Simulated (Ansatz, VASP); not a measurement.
## NbP: VASP beside Ansatz

```
Nb P
1.0
    -1.69696    1.69696    5.81564
     1.69696   -1.69696    5.81564
     1.69696    1.69696   -5.81564
Nb P
2 2
Direct
  0.24988 0.74988 0.50000
  0.49988 0.49988 0.00000
  0.83275 0.33275 0.50000
  0.08275 0.08275 0.00000
```

Change from the starting cell: volume scaled by 1.04.

Alike in both runs: task single point; functional PBE; k mesh 11 × 11 × 11; occupations fermi-dirac, width 0.05 eV; no spin polarisation.

|  | VASP | Ansatz |
| --- | --- | --- |
| version | VASP 6.6.1 | Ansatz 0.2.0 |
| potentials or method | VASP PAW PBE potentials, release 64 (Nb_sv, P) | Ansatz PAW |
| plane-wave cutoff (eV) | 520 | 420 |
| valence electrons in the cell | 36 | 36 |

```csv
,VASP,Ansatz,Ansatz less VASP
gap on the k mesh at the Fermi level (eV),none,none,-
pressure (GPa),-8.1,-7.7,+0.33
largest component of the traceless stress (GPa),0.46,0.44,-0.020
```

A gap of «none» marks a metal or a gap that the smearing closes. The functional is the same, so the differences come from potentials, cutoffs and numerics.
